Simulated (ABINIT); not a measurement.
Crystal: Ge.

```
CELL_PARAMETERS angstrom
1.48805 -2.59469 0.00000
1.48805 2.59469 0.00000
0.00000 0.00000 4.72760
ATOMIC_POSITIONS crystal
Ge 0.33345 0.66655 0.25000
Ge 0.66655 0.33345 0.75000
```

This isn't the form of Ge at room conditions, which is diamond.

| Property | Result |
| --- | --- |
| Program | ABINIT 10.8.3 (patched build) |
| Task | relaxation of cell and atoms |
| Functional | PBE |
| Potentials or basis | JTH PAW PBE v2.0 |
| Cutoff | 599 eV |
| k mesh | 6 × 6 × 4 |
| Occupations | fermi-dirac, width 0.05 eV |
| Spin | no spin polarisation |

At the start: pressure 3.6 GPa; volume 18.25 Å³/atom.

Problem. Where does the relaxation end?

Solution. Over 7 steps the energy falls by 17.0 meV/atom and the volume is 19.22 Å³/atom (+5.3 %); space group P6_3/mmc (No. 194, to 0.05 Å).

The path:
```csv
step,energy change (eV),largest force (eV/Å),pressure (GPa),volume (Å³)
1,0.0000,0.0005,3.64,36.51
2,-0.0106,0.0003,2.84,36.83
3,-0.0329,0.0019,0.31,38.16
4,-0.0339,0.0022,-0.13,38.44
5,-0.0337,0.0021,-0.17,38.47
6,-0.0341,0.0023,-0.15,38.47
7,-0.0340,0.0024,-0.07,38.44
```

Final structure:
```yaml
crystal:
  lattice:
    - [1.49791, -2.60623, 0.00000]
    - [1.49791, 2.60623, 0.00000]
    - [0.00000, 0.00000, 4.92290]
  atoms:
    - { symbol: Ge, position: [0.33349, 0.66651, 0.25000] }
    - { symbol: Ge, position: [0.66651, 0.33349, 0.75000] }
```

Caveat: the k mesh is coarse (spacing up to 0.41 Å⁻¹), so the values aren't converged; the log and the count of SCF iterations are those of the last ABINIT call alone.
